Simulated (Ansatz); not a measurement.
## From the elastic tensor of ZrO2 at 18 GPa (stress–strain coefficients) to moduli and sound speeds

All numbers below come from DFT PBE, scalar-relativistic, plane waves, PAW in Ansatz 0.2.0. Cutoff 420 eV, 6×6×6 k-points (Γ-centred), fixed occupations. No spin polarisation.

The structure is tetragonal, space group P4_2/nmc (No. 137). Conventional cell: a = 3.539 Å, b = 3.539 Å, c = 5.061 Å, α = 90.00°, β = 90.00°, γ = 90.00°. Around Zr (site symmetry -4m2) lie 8 O at 2.07 to 2.29 Å. O (site symmetry 2mm) has 4 Zr at 2.07 to 2.29 Å as nearest neighbours.

Other phases may be more stable at this pressure.

Relaxed-ion constants (GPa, on the Cartesian axes of the calculation):
C11 = 447.1, C12 = 281.1, C13 = 116.3, C22 = 447.1, C23 = 116.3, C33 = 425.3, C44 = 59.6, C55 = 59.6, C66 = 196.7 GPa; the others vanish.

Density 6.455 g/cm³; 6 atoms in 63.40 Å³.

The values that follow are for a polycrystal of randomly turned grains, by Hill's mean where one number stands. In a crystal this anisotropic the Voigt and Reuss bounds lie far apart, so Hill's mean and the sound speeds and Debye temperature from it are rough.

With S = C⁻¹: B_V = (C11+C22+C33+2(C12+C13+C23))/9, G_V = (C11+C22+C33−C12−C13−C23+3(C44+C55+C66))/15, 1/B_R = S11+S22+S33+2(S12+S13+S23), 15/G_R = 4(S11+S22+S33−S12−S13−S23)+3(S44+S55+S66); Hill is their mean. Then v_l = √((B+4G/3)/ρ), v_t = √(G/ρ), v_m = [(2/v_t³+1/v_l³)/3]^(−1/3) and Θ = (ħ/k_B)·v_m·(6π²n/V)^(1/3) for n atoms in the volume V; E = 9BG/(3B+G), ν = (3B−2G)/(2(3B+G)) and A^U = 5G_V/G_R + B_V/B_R − 6.

* Bulk modulus, Voigt / Reuss / Hill: 260.7 / 253.7 / 257.2 GPa
* Shear modulus, Voigt / Reuss / Hill: 116.9 / 88.9 / 102.9 GPa
* Young's modulus: 272 GPa
* Poisson ratio: 0.323
* Pugh ratio B/G: 2.50
* Universal anisotropy index: 1.60
* Longitudinal and transverse sound speeds: 7817 and 3993 m/s
* Debye temperature from the mean sound speed: 607 K

This form isn't the usual stable structure of the compound at low pressure.

Cost: 1 run of about 1.9 core-minutes, on AMD EPYC 9R45 (Zen 5) (shared hosts).